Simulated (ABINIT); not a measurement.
Runs of ABINIT 10.8.3 (patched build) on ZnO (zincite). The structure is hexagonal, space group P6_3mc (No. 186). The conventional cell has a = 3.249 Å, b = 3.249 Å, c = 5.206 Å, α = 90.00°, β = 90.00°, γ = 120.00°. Zn (site symmetry 3m) is surrounded by 4 O at 1.97 to 1.98 Å. O (site symmetry 3m) is surrounded by 4 Zn at 1.97 to 1.98 Å. 

```tsv
task	level	potentials or basis	k mesh	mesh quality	gap on the mesh (eV)	pressure (GPa)	largest force (eV/Å)
band structure	HCTH407	JTH PAW PBE v2.0	9 × 9 × 5	not flagged	1.41	6.7	0.07
single point	LDA	JTH PAW LDA v2.0	4 × 4 × 2	coarse	(b)	-7.8	0.05
band structure	revPBE	JTH PAW PBE v2.0	9 × 9 × 5	not flagged	0.86	7.7	0.08
single point	PBEsol	JTH PAW PBE v2.0	12 × 12 × 6	not flagged	(a)	-1.8	0.06
single point	PBEsol	JTH PAW PBE v2.0	4 × 4 × 2	coarse	0.67	-1.9	0.06
band structure	LDA-Teter	JTH PAW LDA v2.0	9 × 9 × 5	not flagged	0.73	-7.6	0.05
band structure	LDA	JTH PAW LDA v2.0	9 × 9 × 5	not flagged	0.72	-7.7	0.05
single point	LDA	JTH PAW LDA v2.0	12 × 12 × 6	not flagged	0.72	-7.7	0.05
```

Alike in all rows: no spin polarisation; cell as given; cutoff (eV) 626; smearing fermi-dirac 0.05 eV.

**Question.** Estimate the missing entries.

**Answer.** (a) 0.68; (b) 0.71.

Caveats: some runs use coarse meshes; the PAW data sets were made with another functional, which shifts forces and pressure a little (some runs).

